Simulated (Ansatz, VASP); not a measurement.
TePb: 3 runs at one level of theory

The starting cell:

```
Pb Te
1.0
     0.00000    3.23100    3.23100
     3.23100    0.00000    3.23100
     3.23100    3.23100    0.00000
Pb Te
1 1
Cartesian
  0.0000 0.0000 0.0000
  3.2310 3.2310 3.2310
```

Alike in all runs: task relaxation of cell and atoms; functional PBEsol; k mesh 7 × 7 × 7; occupations fermi-dirac, width 0.05 eV; no spin polarisation; no spin-orbit coupling.

| program and potentials | plane-wave cutoff (eV) | notes | equilibrium volume (Å³/atom) |
| --- | --- | --- | --- |
| Ansatz, Ansatz PAW | 420 | potentials made for PBE, which Ansatz adapts in part; 15 valence electrons an atom on average | 33.42 |
| Ansatz, all-electron LAPW, scalar-relativistic | - | - | 33.42 |
| VASP, PBE PAW files Pb_d, Te, 600 eV | 600 | potentials made for PBE; 10 valence electrons an atom on average | 33.42 |

All agree on the equilibrium volume. Relaxations stop with a little pressure left, so the last digit of a volume isn't settled.

The functional is the same throughout but for its coding, so the spread measures potentials, basis and numerics; runs on potential files found faulty are left out.
